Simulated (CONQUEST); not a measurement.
Runs of CONQUEST 1.3 on SnSe. It takes space group Pnma (No. 62, orthorhombic). Conventional cell: a = 11.420 Å, b = 4.190 Å, c = 4.460 Å, α = 90.00°, β = 90.00°, γ = 90.00°. Around Sn (site symmetry m) lie 3 Se at 2.69 to 2.83 Å. Around Se (site symmetry m) lie 3 Sn at 2.69 to 2.83 Å. 

```tsv
task	level	potentials or basis	cell	gap on the mesh (eV)	pressure (GPa)	largest force (eV/Å)
single point	PBE	PseudoDojo NC PBE, DZP, grid cutoff 120 Ha	as given	0.56	(a)	0.48
single point	PBE	PseudoDojo NC PBE, DZP, multi-site functions of range 6.5 bohr, grid cutoff 120 Ha	atoms moved at random, drawn with an rms of 0.05 Å	0.88	6.0	0.94
single point	PBE	PseudoDojo NC PBE, DZP, grid cutoff 120 Ha	atoms moved at random, drawn with an rms of 0.05 Å	0.62	4.3	0.92
single point	PBE	PseudoDojo NC PBE, DZP, multi-site functions of range 10 bohr, grid cutoff 120 Ha	atoms moved at random, drawn with an rms of 0.05 Å	0.62	4.7	0.93
single point	PBE	PseudoDojo NC PBE, DZP, multi-site functions of range 12 bohr, grid cutoff 120 Ha	atoms moved at random, drawn with an rms of 0.05 Å	0.62	4.4	0.94
single point	PBE	PseudoDojo NC PBE, SZ, grid cutoff 120 Ha	atoms moved at random, drawn with an rms of 0.05 Å	0.73	10.6	2.09
single point	PBE	PseudoDojo NC PBE, DZP, grid cutoff 300 Ha	atoms moved at random, drawn with an rms of 0.05 Å	0.62	4.3	0.92
single point	PBE	PseudoDojo NC PBE, DZP, multi-site functions of range 8 bohr, grid cutoff 120 Ha	atoms moved at random, drawn with an rms of 0.05 Å	0.60	4.9	0.93
single point	PBE	PseudoDojo NC PBE, DZ, grid cutoff 120 Ha	as given	0.58	5.6	(b)
single point	PBE	PseudoDojo NC PBE, DZP, grid cutoff 200 Ha	atoms moved at random, drawn with an rms of 0.05 Å	0.62	4.3	0.92
```

Alike in all rows: no spin polarisation; k mesh 6 × 6 × 3; smearing fermi-dirac 0.05 eV.

Question: Fill in the values left out.

Answer: (a) 3.5; (b) 1.16.

Caveats: spin-orbit coupling is left out, which moves the levels of the heavy elements; an odd mesh through Γ misses points on the zone boundary, where band edges often lie; the basis of atomic orbitals isn't converged, which shifts pressures, moduli and gaps; multi-site functions contract the basis, which raises the energy a little and makes forces and stress less exact (some runs); the atomic basis is small (some runs); forces of over 1 eV/Å show positions far from the minimum, so gaps and moduli don't describe the material at rest (some runs).

A k mesh can miss the band edges, and the runs leave out spin-orbit coupling on Se, Sn.
